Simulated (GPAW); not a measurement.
Runs of GPAW 26.7.0 on CsPbCl3. The structure is cubic, space group Pm-3m (No. 221). The conventional cell has a = 5.605 Å, b = 5.605 Å, c = 5.605 Å, α = 90.00°, β = 90.00°, γ = 90.00°. Around Pb (site symmetry m-3m) lie 6 Cl at 2.80 Å. Cs (site symmetry m-3m) has 12 Cl at 3.96 Å as nearest neighbours. Cl (site symmetry 4/mmm) is surrounded by 2 Pb at 2.80 Å. 

```tsv
task	level	potentials or basis	cell	k mesh	cutoff (eV)	maxiter	convergence	band path	band points	optimizer	gap on the mesh (eV)	pressure (GPa)
single point	LDA	the program's PAW data sets (release 1.2.1) made for this functional, pw	as given	4 × 4 × 4	450	120	default	-	-	-	1.68	-1.5
single point	PBEsol	PAW data sets generated in the run's folder for this functional, pw	as given	5 × 5 × 5	600	150	-	-	-	-	2.81	0.0
band structure	PBEsol	PAW data sets generated in the run's folder for this functional, pw	as given	5 × 5 × 5	600	150	-	GXMGRX,MR	100	-	-	0.0
relaxation of cell and atoms	PBEsol	PAW data sets generated in the run's folder for this functional, pw	relaxed to 2 GPa	5 × 5 × 5	600	150	density=1e-05 forces=0.0001	-	-	BFGS	(a)	2.0
```

Alike in all rows: no spin polarisation; smearing fermi-dirac 0.05 eV.

Problem. Estimate the missing entries.

Solution. (a) 2.64.

Caveats: spin-orbit coupling is left out, which as a rule narrows the gap of such compounds by several tenths of an eV (some runs); an odd mesh through Γ misses points on the zone boundary, where band edges often lie (some runs); the cutoff is short for stress and forces, so pressures can be off by a GPa or more (some runs); spin-orbit coupling is left out, which moves the levels of the heavy elements (some runs); later steps reuse the first step's grids (some runs).

A k mesh can miss the band edges, and the runs leave out spin-orbit coupling on Cs, Pb.
